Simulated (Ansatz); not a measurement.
# How the conductance of W/GaN/HfC changes with thickness, part 4 of 5

How fast does the current through W/GaN/HfC fall with each added layer? The lower electrode is W bcc(001), the upper one HfC rock salt(001); the barrier is GaN zinc blende(001) (Ga and Ga faces). In the first transport cell, after relaxation, the nearest pair of electrode and barrier is W–Ga at 2.84 Å, at a slant, at the lower face and C–Ga at 2.35 Å, at a slant, at the upper one. All share a net of side 3.17 Å, which strains the lower electrode by +0.0 %, the upper one by -3.6 % and the barrier by -1.5 %, against typed lattice constants near PBE's. The first steps treat the bulk electrodes alone.

Ansatz 0.2.0; PBE DFT, plane waves, PAW files (the session's first sound run).

So far, transmission at the Fermi level (a spin, zone mean): step 5 (the open system: T(E)) 3.4e-4. Also channels of the lower lead: step 5 1.26.

## Step 6: Conductance, atomic planes in the barrier 5, gap between the electrodes 8.48 Å

Level of this step: PBE DFT, plane waves, PAW files; ballistic transmission by layer matching between semi-infinite leads (Ansatz).

System of this step: W/GaN/HfC. The cell holds 40 atoms: 11 W, 3 Ga, 2 N, 12 C and 12 Hf. Cell: a = 3.170 Å, b = 3.170 Å, c = 64.443 Å, α = 90.0°, β = 90.0°, γ = 90.0°. Regions: left electrode, 11 atoms (11 W); barrier, 5 atoms (3 Ga and 2 N); right electrode, 24 atoms (12 C and 12 Hf). Vacuum lies along c.

The conductance needs T(E) within ten thermal energies of the Fermi level, on steps under 1.5 kT, and a finer mesh (24×24), since the current can rest on few wavevectors.

input.yaml reads:

```yaml
crystal:
  lattice:
    - [3.17, 0.0, 0.0]
    - [0.0, 3.17, 0.0]
    - [0.0, 0.0, 64.44347585]
  atoms:
    - { symbol: W, position: [0.0, 0.0, 0.1086223222] }
    - { symbol: W, position: [0.5, 0.5, 0.1334035936] }
    - { symbol: W, position: [0.0, 0.0, 0.158184865] }
    - { symbol: W, position: [0.5, 0.5, 0.1829661364] }
    - { symbol: W, position: [0.0, 0.0, 0.2077474078] }
    - { symbol: W, position: [0.5, 0.5, 0.2325286791] }
    - { symbol: W, position: [0.0, 0.0, 0.2573099505] }
    - { symbol: W, position: [0.5, 0.5, 0.2820912219] }
    - { symbol: W, position: [0.0, 0.0, 0.3068724933] }
    - { symbol: W, position: [0.5, 0.5, 0.3316537646] }
    - { symbol: W, position: [0.0, 0.0, 0.3543964888] }
    - { symbol: Ga, position: [0.5, 0.5, 0.3813491513] }
    - { symbol: "N", position: [0.0, 0.5, 0.4011232117] }
    - { symbol: Ga, position: [0.0, 0.0, 0.4184320718] }
    - { symbol: "N", position: [0.5, 0.0, 0.4369920792] }
    - { symbol: Ga, position: [0.5, 0.5, 0.454924213] }
    - { symbol: C, position: [0.0, 0.5, 0.481898784] }
    - { symbol: Hf, position: [0.5, 0.0, 0.4900214047] }
    - { symbol: C, position: [0.5, 0.0, 0.5249378063] }
    - { symbol: Hf, position: [0.0, 0.5, 0.5249378063] }
    - { symbol: C, position: [0.0, 0.5, 0.5615817935] }
    - { symbol: Hf, position: [0.5, 0.0, 0.5615817935] }
    - { symbol: C, position: [0.5, 0.0, 0.5982257806] }
    - { symbol: Hf, position: [0.0, 0.5, 0.5982257806] }
    - { symbol: C, position: [0.0, 0.5, 0.6348697677] }
    - { symbol: Hf, position: [0.5, 0.0, 0.6348697677] }
    - { symbol: C, position: [0.5, 0.0, 0.6715137549] }
    - { symbol: Hf, position: [0.0, 0.5, 0.6715137549] }
    - { symbol: C, position: [0.0, 0.5, 0.708157742] }
    - { symbol: Hf, position: [0.5, 0.0, 0.708157742] }
    - { symbol: C, position: [0.5, 0.0, 0.7448017292] }
    - { symbol: Hf, position: [0.0, 0.5, 0.7448017292] }
    - { symbol: C, position: [0.0, 0.5, 0.7814457163] }
    - { symbol: Hf, position: [0.5, 0.0, 0.7814457163] }
    - { symbol: C, position: [0.5, 0.0, 0.8180897035] }
    - { symbol: Hf, position: [0.0, 0.5, 0.8180897035] }
    - { symbol: C, position: [0.0, 0.5, 0.8547336906] }
    - { symbol: Hf, position: [0.5, 0.0, 0.8547336906] }
    - { symbol: C, position: [0.5, 0.0, 0.8913776778] }
    - { symbol: Hf, position: [0.0, 0.5, 0.8913776778] }
kpoints:
  mp_grid: { grid: [8, 8, 1] }
scf:
  occupations: { method: fermi_dirac, width: 0.1 }
  max_iter: 150
hamiltonian:
  xc: pbe
output:
  transmission:
    kmesh: [24, 24]
    e_range: [-0.26, 0.27]
    de: 0.0375
    leads: [[4, 5], [28, 30]]
```

Started as:

```console
$ ansatz run input.yaml --threads 4 --pin off --max-ram 10240MiB --backend cpu --events-out ev --progress --plain --runs-dir out
```

Numbers of over 12 decimals in the logs are rounded to 6 here.

Output:

```text
[...]
Crystal: 40 atoms, lattice volume = 647.586 Å³
Basis set: ecut = 420 eV, 12727 PW (Γ)
Bands: 338, of which v1, the nominal top of the filled ones, is band 282 counted from 1 (281 counted from 0)
Symmetry: 4 space group operations
[...]
k-points: 25 of 64
[...]
SCF iter   1: F=—  HF=-318033.310285 eV  |F-HF|=—  |Δ(HF+E_count)|=         —  Δρ=7.39e-3  dr2=2.09e1  ethr=1.77e-3  ⟨swp⟩=7.0  Hψ=32922  notcnv=0  defer=338
[...]
SCF iter   9: F=-318033.126482 eV  HF=-318033.126482 eV  |F-HF|=6.98e-9  |Δ(HF+E_count)|=   1.83e-7  Δρ=3.06e-6  dr2=8.82e-8  ethr=1.78e-11  ⟨swp⟩=21.6  Hψ=48221  notcnv=0
SCF 1 converged in 9 iterations: F = -318033.126482 eV  dr2 = 8.82e-8
[...]
transmission: 814 of 8112 steps passed
transmission: 1626 of 8112 steps passed
[...]
transmission: 8112 of 8112 steps passed
SCF converged after 9 iterations
Free energy (F): -318033.126482 eV
[...]
Internal energy: -318032.740204 eV  (E = F + TS)
E sigma→0 (E₀):  -318032.933343 eV
Entropy (-TS):   -0.386278 eV (-9.657 meV/atom)
Fermi energy:    15.920751 eV
[...]
--- Band table (eV; the first three rows and the last of 25) ---
  k-point 0: bands = [... 278 lower, 15.9712, 16.0153, 16.0154, 16.0295, 16.0492, 16.0901, 16.0915, 16.1139, ... 52 higher]
  k-point 1: bands = [... 278 lower, 15.8189, 15.8775, 15.8916, 15.9352, 15.9866, 16.1368, 16.2098, 16.3311, ... 52 higher]
  k-point 2: bands = [... 278 lower, 15.4590, 15.6928, 15.8132, 16.0509, 16.2141, 16.3096, 16.5416, 16.5618, ... 52 higher]
  k-point 24: bands = [... 278 lower, 15.8139, 16.0962, 16.0982, 16.1153, 16.3199, 16.5189, 16.5259, 16.8006, ... 52 higher]
--- Transmission ---
  basis      : 89 plane waves across, 48 finite elements along
  points     : 169, standing for a mesh of 24 x 24
  filling    : by the input's occupations and mesh, since the crystals that have channels conduct as metals do. If one of these is a semiconductor, that mesh has misplaced its level
[...]
filled         : 34.7 meV under the level at which it is neutral
    channels       : 1.177083e0 a spin
    conductance    : 9.1432e14 S/m² at 300 K; may be off by some 0.0 % by where its bands' edges are placed, 7.7 % from the k-mesh, 2.9 % from the distance to neutral
    slowest decay  : 0.0380 /Å at (0.2500, 0.2917)
[...]
filled         : 12.0 meV under the level at which it is neutral
    channels       : 3.576389e-1 a spin
[...]
slowest decay  : 0.0168 /Å at (0.5000, 0.5000)
  junction   : crystal 0 to crystal 1, 14.88 to 43.76 Å
    transmission   : 2.076703e-3 a spin
    conductance    : 1.8045e12 S/m² at 300 K (1.7690e12 on every other point, 1.8126e12 on every other energy)
    error estimate : 0.4 % from the energy spacing and 0.0 % from band edges of the leads and from resonances (wavevectors taken as independent; lower de), 72.9 % from the k-mesh, 63.3 % from the steps of its leads' Hamiltonians or their offsets (lay more layers), 4.7 % from the distance to neutral
    resistance     : 5.5178e-1 Ω µm² beyond half of each lead's own
```

Wall time 9.1 min (4 threads of Arm Neoverse V2, shared host); peak memory 6.4 GiB; 33 min of CPU time.

Numbers from this step:

- free energy: -318033.1265 eV
- Fermi energy: 15.92 eV
- transmission at the Fermi level (a spin, zone mean): 0.002077
- channels of the lower lead: 1.177
- channels of the upper lead: 0.3576
- potential step in the lower lead: 68.5 meV
- ballistic conductance of the lower lead: 9.14e14 S/m²
- potential step in the upper lead: 13.9 meV
- ballistic conductance of the upper lead: 2.70e14 S/m²
- junction conductance: 1.80e12 S/m²
- error estimates by source, in the log's order: 0.4, 0, 72.9, 63.3, 4.7 %
- resistance-area product beyond the leads: 0.5518 Ω um²

One spin. Transmission, zone mean against energy, zero at the Fermi level:

```csv
energy (eV),"transmission, zone mean"
-0.260,0.00274
-0.223,0.00260
-0.185,0.00273
-0.147,0.00272
-0.110,0.00282
-0.072,0.00269
-0.035,0.00222
0.003,0.00208
0.040,0.00253
0.077,0.00297
0.115,0.00231
0.152,0.00153
0.190,0.00136
0.228,0.00101
0.265,7.8e-4
```

One spin. The open channels, zone mean by energy, zero at the Fermi level:

```csv
energy (eV),lower lead,upper lead
-0.260,1.18,0.306
-0.223,1.14,0.309
-0.185,1.16,0.316
-0.147,1.16,0.337
-0.110,1.13,0.330
-0.072,1.14,0.365
-0.035,1.15,0.330
0.003,1.18,0.358
0.040,1.25,0.347
0.077,1.24,0.375
0.115,1.29,0.368
0.152,1.38,0.361
0.190,1.41,0.375
0.228,1.46,0.427
0.265,1.55,0.420
```

Transmission over k1 and k2. At 0.0025 eV from the Fermi level; zeros and values more than six decades under the largest are shown at that floor.

log10 of the mean of each cell; the least values stand at a floor. Values, 12 rows by 16 columns:
```
-2.7 -4.5 -6.9 -6.9 -6.9 -6.9 -6.9 -6.9 -6.9 -6.9 -6.9 -6.9 -6.9 -6.9 -6.4 -4.2
-6.9 -6.9 -6.9 -6.9 -6.9 -6.9 -6.9 -6.9 -6.9 -6.9 -6.9 -6.9 -6.9 -6.9 -6.9 -6.9
-6.9 -6.9 -6.9 -6.9 -6.9 -6.9 -6.9 -6.9 -6.9 -6.9 -6.9 -6.9 -6.9 -6.9 -6.9 -6.9
-6.9 -6.9 -6.9 -6.9 -4.7 -4.7 -6.9 -6.9 -6.9 -6.9 -6.9 -4.4 -6.9 -6.9 -6.9 -6.9
-6.9 -6.9 -6.9 -6.9 -6.9 -6.9 -2.5 -1.4 -1.5 -1.6 -6.9 -6.9 -6.9 -6.9 -6.9 -6.9
-6.9 -6.9 -6.9 -6.9 -6.9 -6.9 -1.8 -1.4 -1.8 -1.4 -6.9 -6.9 -6.9 -6.9 -6.9 -6.9
-6.9 -6.9 -6.9 -6.9 -6.9 -6.9 -1.9 -1.2 -1.4 -1.3 -6.9 -6.9 -6.9 -6.9 -6.9 -6.9
-6.9 -6.9 -6.9 -6.9 -6.9 -6.9 -6.9 -6.9 -6.9 -6.9 -6.9 -6.9 -6.9 -6.9 -6.9 -6.9
-6.9 -6.9 -6.9 -6.9 -4.7 -4.7 -6.9 -6.9 -6.9 -6.9 -6.9 -4.4 -6.9 -6.9 -6.9 -6.9
-6.9 -6.9 -6.9 -6.9 -6.9 -6.9 -6.9 -6.9 -6.9 -6.9 -6.9 -6.9 -6.9 -6.9 -6.9 -6.9
-3.1 -6.3 -6.9 -6.9 -6.9 -6.9 -6.9 -6.9 -6.9 -6.9 -6.9 -6.9 -6.9 -6.9 -6.9 -6.0
-2.7 -2.9 -6.9 -6.9 -6.9 -6.9 -6.9 -6.9 -6.9 -6.9 -6.9 -6.9 -6.9 -6.9 -3.6 -2.8
```
Columns: k1 (b1) from -0.5 to 0.458; rows upwards: k2 (b2) from -0.5 to 0.458.

G = 1.8e12 S/m² (1/G = 0.554 Ω µm²). The largest error estimate is 73 %, from the mesh across the current. In the worse lead the potential repeats within 68 meV, which the program flags as too much for a lead, so G carries that doubt. By hand, Landauer's formula with T at one energy: G = (e²/h) ΣT / A = 3.874e-5 S × 0.00415 / 10.05 Å² = 1.6e12 S/m², with T summed over both spins. The printed value averages T over the Fermi window and is 1.1 times this.

## Step 7: Conductance, atomic planes in the barrier 7, gap between the electrodes 10.79 Å

System of this step: W/GaN/HfC. The cell holds 42 atoms: 11 W, 4 Ga, 3 N, 12 C and 12 Hf. Cell: a = 3.170 Å, b = 3.170 Å, c = 66.754 Å, α = 90.0°, β = 90.0°, γ = 90.0°. Regions: left electrode, 11 atoms (11 W); barrier, 7 atoms (4 Ga and 3 N); right electrode, 24 atoms (12 C and 12 Hf). Vacuum lies along c.

Barrier layers are added or taken out in the middle, and the relaxed faces stay.

input.yaml reads:

```yaml
crystal:
  lattice:
    - [3.17, 0.0, 0.0]
    - [0.0, 3.17, 0.0]
    - [0.0, 0.0, 66.7541353452]
  atoms:
    - { symbol: W, position: [0.0, 0.0, 0.1048624173] }
    - { symbol: W, position: [0.5, 0.5, 0.128785898] }
    - { symbol: W, position: [0.0, 0.0, 0.1527093786] }
    - { symbol: W, position: [0.5, 0.5, 0.1766328592] }
    - { symbol: W, position: [0.0, 0.0, 0.2005563398] }
    - { symbol: W, position: [0.5, 0.5, 0.2244798205] }
    - { symbol: W, position: [0.0, 0.0, 0.2484033011] }
    - { symbol: W, position: [0.5, 0.5, 0.2723267817] }
    - { symbol: W, position: [0.0, 0.0, 0.2962502624] }
    - { symbol: W, position: [0.5, 0.5, 0.320173743] }
    - { symbol: W, position: [0.0, 0.0, 0.3421292396] }
    - { symbol: Ga, position: [0.5, 0.5, 0.3681489498] }
    - { symbol: "N", position: [0.0, 0.5, 0.3872385414] }
    - { symbol: Ga, position: [0.0, 0.0, 0.4039482644] }
    - { symbol: "N", position: [0.5, 0.0, 0.4218309276] }
    - { symbol: Ga, position: [0.5, 0.5, 0.4385646262] }
    - { symbol: "N", position: [0.0, 0.5, 0.456480304] }
    - { symbol: Ga, position: [0.0, 0.0, 0.4737917264] }
    - { symbol: C, position: [0.5, 0.0, 0.4998325867] }
    - { symbol: Hf, position: [0.0, 0.5, 0.5076740471] }
    - { symbol: C, position: [0.0, 0.5, 0.5413818358] }
    - { symbol: Hf, position: [0.5, 0.0, 0.5413818358] }
    - { symbol: C, position: [0.5, 0.0, 0.5767574105] }
    - { symbol: Hf, position: [0.0, 0.5, 0.5767574105] }
    - { symbol: C, position: [0.0, 0.5, 0.6121329852] }
    - { symbol: Hf, position: [0.5, 0.0, 0.6121329852] }
    - { symbol: C, position: [0.5, 0.0, 0.6475085598] }
    - { symbol: Hf, position: [0.0, 0.5, 0.6475085598] }
    - { symbol: C, position: [0.0, 0.5, 0.6828841345] }
    - { symbol: Hf, position: [0.5, 0.0, 0.6828841345] }
    - { symbol: C, position: [0.5, 0.0, 0.7182597092] }
    - { symbol: Hf, position: [0.0, 0.5, 0.7182597092] }
    - { symbol: C, position: [0.0, 0.5, 0.7536352839] }
    - { symbol: Hf, position: [0.5, 0.0, 0.7536352839] }
    - { symbol: C, position: [0.5, 0.0, 0.7890108586] }
    - { symbol: Hf, position: [0.0, 0.5, 0.7890108586] }
    - { symbol: C, position: [0.0, 0.5, 0.8243864333] }
    - { symbol: Hf, position: [0.5, 0.0, 0.8243864333] }
    - { symbol: C, position: [0.5, 0.0, 0.859762008] }
    - { symbol: Hf, position: [0.0, 0.5, 0.859762008] }
    - { symbol: C, position: [0.0, 0.5, 0.8951375827] }
    - { symbol: Hf, position: [0.5, 0.0, 0.8951375827] }
kpoints:
  mp_grid: { grid: [8, 8, 1] }
scf:
  occupations: { method: fermi_dirac, width: 0.1 }
  max_iter: 150
hamiltonian:
  xc: pbe
output:
  transmission:
    kmesh: [24, 24]
    e_range: [-0.26, 0.27]
    de: 0.0375
    leads: [[4, 5], [30, 32]]
```

Output:

```text
[...]
Crystal: 42 atoms, lattice volume = 670.806 Å³
Basis set: ecut = 420 eV, 13199 PW (Γ)
Bands: 349, of which v1, the nominal top of the filled ones, is band 291 counted from 1 (290 counted from 0)
Symmetry: 4 space group operations
[...]
k-points: 25 of 64
[...]
SCF iter   1: F=—  HF=-322201.133751 eV  |F-HF|=—  |Δ(HF+E_count)|=         —  Δρ=7.29e-3  dr2=2.06e1  ethr=1.77e-3  ⟨swp⟩=7.0  Hψ=34116  notcnv=0  defer=395
[...]
SCF iter  10: F=-322200.958664 eV  HF=-322200.958664 eV  |F-HF|=1.18e-8  |Δ(HF+E_count)|=   3.47e-8  Δρ=1.17e-6  dr2=2.19e-8  ethr=1.72e-11  ⟨swp⟩=4.5  Hψ=21583  notcnv=0
SCF 1 converged in 10 iterations: F = -322200.958664 eV  dr2 = 2.19e-8
[...]
transmission: 882 of 8788 steps passed
transmission: 1758 of 8788 steps passed
[...]
transmission: 8788 of 8788 steps passed
SCF converged after 10 iterations
Free energy (F): -322200.958664 eV
[...]
Internal energy: -322200.561950 eV  (E = F + TS)
E sigma→0 (E₀):  -322200.760307 eV
Entropy (-TS):   -0.396713 eV (-9.446 meV/atom)
Fermi energy:    15.759122 eV
[...]
--- Band table (eV; the first three rows and the last of 25) ---
  k-point 0: bands = [... 287 lower, 15.8102, 15.8456, 15.8547, 15.8548, 15.8880, 15.9294, 15.9307, 15.9532, ... 54 higher]
  k-point 1: bands = [... 287 lower, 15.6576, 15.6792, 15.7166, 15.7737, 15.8263, 15.9761, 16.0487, 16.1560, ... 54 higher]
  k-point 2: bands = [... 287 lower, 15.3378, 15.5317, 15.6527, 15.8520, 16.0486, 16.1489, 16.3806, 16.4005, ... 54 higher]
  k-point 24: bands = [... 287 lower, 15.6524, 15.9358, 15.9378, 15.9624, 16.1616, 16.3586, 16.3658, 16.7238, ... 54 higher]
--- Transmission ---
  basis      : 89 plane waves across, 52 finite elements along
  points     : 169, standing for a mesh of 24 x 24
[...]
filled         : 34.4 meV under the level at which it is neutral
    channels       : 1.177083e0 a spin
[...]
slowest decay  : 0.0379 /Å at (0.2500, 0.2917)
[...]
filled         : 12.4 meV under the level at which it is neutral
    channels       : 3.576389e-1 a spin
[...]
slowest decay  : 0.0176 /Å at (0.5000, 0.5000)
  junction   : crystal 0 to crystal 1, 14.88 to 46.07 Å
    transmission   : 1.355238e-3 a spin
[...]
resistance     : 8.9585e-1 Ω µm² beyond half of each lead's own
```

Elapsed: 12 min, on 4 threads; peak memory 6.9 GiB.

Numbers from this step:

| Property | Result |
| --- | --- |
| free energy | -322200.9587 eV |
| Fermi energy | 15.76 eV |
| transmission at the Fermi level (a spin, zone mean) | 0.001355 |
| ballistic conductance of the lower lead | 9.15e14 S/m² |
| potential step in the upper lead | 14 meV |
| junction conductance | 1.11e12 S/m² |
| error estimates by source, in the log's order | 1.1, 0, 80.1, 51.2, 7.3 % |
| resistance-area product beyond the leads | 0.8959 Ω um² |

One spin. Transmission, zone mean against energy, zero at the Fermi level:

```csv
energy (eV),"transmission, zone mean"
-0.260,0.00145
-0.223,0.00152
-0.185,0.00157
-0.147,0.00148
-0.110,0.00143
-0.072,0.00137
-0.035,0.00126
0.003,0.00136
0.040,0.00175
0.077,0.00166
0.115,0.00142
0.152,0.00112
0.190,0.00106
0.228,9.4e-4
0.265,7.7e-4
```

One spin. Open channels, zone mean against energy, zero at the Fermi level:

```csv
energy (eV),lower lead,upper lead
-0.260,1.18,0.306
-0.223,1.14,0.309
-0.185,1.16,0.316
-0.147,1.16,0.337
-0.110,1.13,0.330
-0.072,1.14,0.365
-0.035,1.15,0.330
0.003,1.18,0.358
0.040,1.25,0.347
0.077,1.24,0.375
0.115,1.30,0.368
0.152,1.38,0.361
0.190,1.41,0.375
0.228,1.46,0.427
0.265,1.55,0.420
```

Transmission over k1 and k2. At 0.0025 eV from the Fermi level; zeros and values more than six decades under the largest are shown at that floor.

log10 of the mean of each cell; the least values stand at a floor. Values, 12 rows by 16 columns:
```
-3.3 -4.7 -7.2 -7.2 -7.2 -7.2 -7.2 -7.2 -7.2 -7.2 -7.2 -7.2 -7.2 -7.2 -5.6 -4.5
-7.2 -7.2 -7.2 -7.2 -7.2 -7.2 -7.2 -7.2 -7.2 -7.2 -7.2 -7.2 -7.2 -7.2 -7.2 -7.2
-7.2 -7.2 -7.2 -7.2 -7.2 -7.2 -7.2 -7.2 -7.2 -7.2 -7.2 -7.2 -7.2 -7.2 -7.2 -7.2
-7.2 -7.2 -7.2 -7.2 -4.6 -4.6 -7.2 -7.2 -7.2 -7.2 -7.2 -4.3 -7.2 -7.2 -7.2 -7.2
-7.2 -7.2 -7.2 -7.2 -7.2 -7.2 -2.8 -1.6 -1.8 -1.9 -7.2 -7.2 -7.2 -7.2 -7.2 -7.2
-7.2 -7.2 -7.2 -7.2 -7.2 -7.2 -1.9 -1.5 -1.9 -1.4 -7.2 -7.2 -7.2 -7.2 -7.2 -7.2
-7.2 -7.2 -7.2 -7.2 -7.2 -7.2 -2.0 -1.4 -1.7 -1.5 -7.2 -7.2 -7.2 -7.2 -7.2 -7.2
-7.2 -7.2 -7.2 -7.2 -7.2 -7.2 -7.2 -7.2 -7.2 -7.2 -7.2 -7.2 -7.2 -7.2 -7.2 -7.2
-7.2 -7.2 -7.2 -7.2 -4.6 -4.6 -7.2 -7.2 -7.2 -7.2 -7.2 -4.3 -7.2 -7.2 -7.2 -7.2
-7.2 -7.2 -7.2 -7.2 -7.2 -7.2 -7.2 -7.2 -7.2 -7.2 -7.2 -7.2 -7.2 -7.2 -7.2 -7.2
-3.8 -5.1 -7.2 -7.2 -7.2 -7.2 -7.2 -7.2 -7.2 -7.2 -7.2 -7.2 -7.2 -7.2 -7.2 -4.8
-3.3 -3.6 -7.2 -7.2 -7.2 -7.2 -7.2 -7.2 -7.2 -7.2 -7.2 -7.2 -7.2 -7.2 -4.2 -3.4
```
Columns: k1 (b1) from -0.5 to 0.458; rows upwards: k2 (b2) from -0.5 to 0.458.

G = 1.1e12 S/m² (1/G = 0.898 Ω µm²), 0.62 times the step before of this kind, a change inside the error estimates. The largest error estimate is 80 %, from the mesh across the current. In the worse lead the potential repeats within 68 meV, which the program flags as too much for a lead, so G carries that doubt.

[end of part 4 of 5]

[Logs are printed without paths, hosts, clocks, repeated set-up lines and the standing remarks that a program may print on its own settings, such as how far it seeks lower states.]

[Hosts, paths, dates, database ids (printed as entryN), source tags and the programs' standing remarks are cut or masked in the printed files.]
